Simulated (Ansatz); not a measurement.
# Rh: the cost of one run

All numbers are computed with Ansatz 0.2.0 through its Python package. Level of theory: DFT PBE, plane waves, PAW.

This is Rh in the bcc structure; at room conditions it is fcc.

### Step 1. The structure

Rh Im-3m: Symmetry: Im-3m, No. 229, cubic system. Conventional cell: a = 3.010 Å, b = 3.010 Å, c = 3.010 Å, α = 90.00°, β = 90.00°, γ = 90.00°. Rh (site symmetry m-3m) is surrounded by 8 Rh at 2.61 Å.

Rh Pm-3m: It takes space group Pm-3m (No. 221, cubic). Conventional cell: a = 2.470 Å, b = 2.470 Å, c = 2.470 Å, α = 90.00°, β = 90.00°, γ = 90.00°. Rh (site symmetry m-3m) has 6 Rh at 2.47 Å as nearest neighbours.

No structure file is read: the coordinates are typed or built in the script.

### Step 2. The code

Contents of run_transition.py:

```python
import csv
import warnings

import ansatz as az
import numpy as np

SETTINGS = {
    "ecut": 470,
    "functional": "PBE",
    "k_spacing": 0.15,
    "smearing": "fermi_dirac",
    "sigma": 0.1,
}


def bcc(first, a):
    return az.Crystal.bcc(first, a=a)


def sc(a_site, a):
    return (
        az.Lattice.cubic(a)
        .space_group(221)
        .atom(a_site, [0, 0, 0])
    )


def solve(name, crystal, pressure=0.0):
    calc = crystal.calculation()
    calc = calc.basis(SETTINGS["ecut"]).functional(SETTINGS["functional"])
    calc = calc.kpoints(spacing=SETTINGS["k_spacing"])
    calc = calc.occupations(SETTINGS["smearing"], width=SETTINGS["sigma"])
    calc = calc.relax(force_tolerance=0.01, cell=True, pressure=pressure)
    return calc.run(threads=1, backend="cpu")


def volume_per_atom(outcome):
    return abs(np.linalg.det(outcome.lattice.cell_ang)) / len(outcome.lattice.sites)


def main() -> None:
    warnings.simplefilter("ignore", az.DeckWarning)

    phases = {}
    phases["bcc"] = bcc("Rh", 3.01)
    phases["sc"] = sc("Rh", 2.47)

    pressures = [0, 10, 20, 30]
    enthalpy, volume = {name: [] for name in phases}, {name: [] for name in phases}
    for p in pressures:
        for name, crystal in phases.items():
            o = solve(name, crystal, pressure=p)
            volume[name].append(volume_per_atom(o))
            enthalpy[name].append(o.report["energy_sigma0_ev"] / len(o.lattice.sites) + p * volume[name][-1] / 160.21766)
    gap = np.array(enthalpy["sc"]) - np.array(enthalpy["bcc"])
    rows = [(p, va, vb, 1000 * d) for p, va, vb, d in zip(pressures, volume["bcc"], volume["sc"], gap)]
    with open("transition.csv", "w", newline="") as handle:
        writer = csv.writer(handle)
        writer.writerow(["P (GPa)", "V bcc (A^3/atom)", "V sc (A^3/atom)", "H(sc) - H(bcc) (meV/atom)"])
        writer.writerows([round(v, 4) if isinstance(v, float) else v for v in row] for row in rows)
    print(open("transition.csv").read())
    crossings = [p0 - g0 * (p1 - p0) / (g1 - g0) for p0, p1, g0, g1 in zip(pressures, pressures[1:], gap, gap[1:]) if g0 * g1 < 0]
    print("crossing near", [round(float(p), 1) for p in crossings], "GPa") if crossings else print("no crossing in this range")


if __name__ == "__main__":
    main()
```

### Step 3. The calls as engine input

The engine receives this input (first run):

```yaml
crystal:
  lattice:
    - [1.505, 1.505, 1.505]
    - [-1.505, 1.505, 1.505]
    - [-1.505, -1.505, 1.505]
  atoms:
    - { symbol: Rh, position: [0.0, 0.0, 0.0] }
basis:
  ecutwfc: 470.0
kpoints:
  mp_grid:
    kspacing: 0.15
hamiltonian:
  xc: pbe
scf:
  occupations:
    method: fermi_dirac
    width: 0.1
relax:
  f_tol: 0.01
  cell:
    p_target: 0.0
```

### Step 4. The run

Started as:

```bash
python run_transition.py
```

What time and memory should one allow on 1 thread of Arm Neoverse N1, shared host?

About 2.4 min, with a peak of 0.43 GiB.
